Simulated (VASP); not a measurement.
## Li2O: band structure with LDA

Li2O:

```xyz
3
Lattice="0.0000 2.2428 2.2428 2.2428 0.0000 2.2428 2.2428 2.2428 0.0000" Properties=species:S:1:pos:R:3 pbc="T T T"
O     2.2428    4.4856    2.2428
Li    1.1214    1.1214    1.1214
Li    3.3642    3.3642    3.3642
```

The cell was built by a generator and needn't be a form met in nature.

```yaml
Program: VASP 6.6.1
Task: band structure
Functional: LDA
Potentials_or_basis: VASP PAW LDA potentials, release 64 (O, Li_sv)
Cutoff: 520 eV
k_mesh: 10 × 10 × 10
Occupations: gaussian, width 0.02 eV
Spin: no spin polarisation
Further_INCAR_settings: ALGO = Normal; EDIFF = 1e-07; NBANDS = 13
```

| Quantity | Value |
| --- | --- |
| Band gap on the k mesh | 4.95 eV, indirect (least direct gap 5.94 eV) |
| Band gap along the path | 4.95 eV, indirect (least direct gap 5.94 eV) |

Levels at the corners of the path, in eV from the valence-band top:
```tsv
point	band 3	band 4	band 5	band 6	band 7	band 8	band 9	band 10
Γ	-15.24	0.00	0.00	0.00	5.94	12.07	12.07	12.07
X	-14.99	-1.65	-1.59	-1.59	4.95	14.08	14.08	15.74
X	-14.99	-1.65	-1.59	-1.59	4.95	14.08	14.08	15.74
W	-14.97	-2.11	-1.61	-1.61	7.34	10.85	14.93	14.93
W	-14.97	-2.11	-1.61	-1.61	7.34	10.85	14.93	14.93
K	-14.98	-2.27	-1.60	-1.25	6.67	12.23	13.77	15.24
K	-14.98	-2.27	-1.60	-1.25	6.67	12.23	13.77	15.24
Γ	-15.24	0.00	0.00	0.00	5.94	12.07	12.07	12.07
Γ	-15.24	0.00	0.00	0.00	5.94	12.07	12.07	12.07
L	-15.02	-3.02	-0.51	-0.51	9.66	10.59	12.24	12.24
L	-15.02	-3.02	-0.51	-0.51	9.66	10.59	12.24	12.24
U	-14.98	-2.27	-1.60	-1.25	6.67	12.23	13.77	15.24
U	-14.98	-2.27	-1.60	-1.25	6.67	12.23	13.77	15.24
W	-14.97	-2.11	-1.61	-1.61	7.34	10.85	14.93	14.93
W	-14.97	-2.11	-1.61	-1.61	7.34	10.85	14.93	14.93
L	-15.02	-3.02	-0.51	-0.51	9.66	10.59	12.24	12.24
L	-15.02	-3.02	-0.51	-0.51	9.66	10.59	12.24	12.24
K	-14.98	-2.27	-1.60	-1.25	6.67	12.23	13.77	15.24
U	-14.98	-2.27	-1.60	-1.25	6.67	12.23	13.77	15.24
X	-14.99	-1.65	-1.59	-1.59	4.95	14.08	14.08	15.74
```

It took 12 s on 1 thread of Intel(R) Xeon(R) 6975P-C (Granite Rapids), on a shared host, peak memory 0.14 GiB.

 Expect the measured gap to be larger: semilocal functionals such as LDA lack the derivative discontinuity.
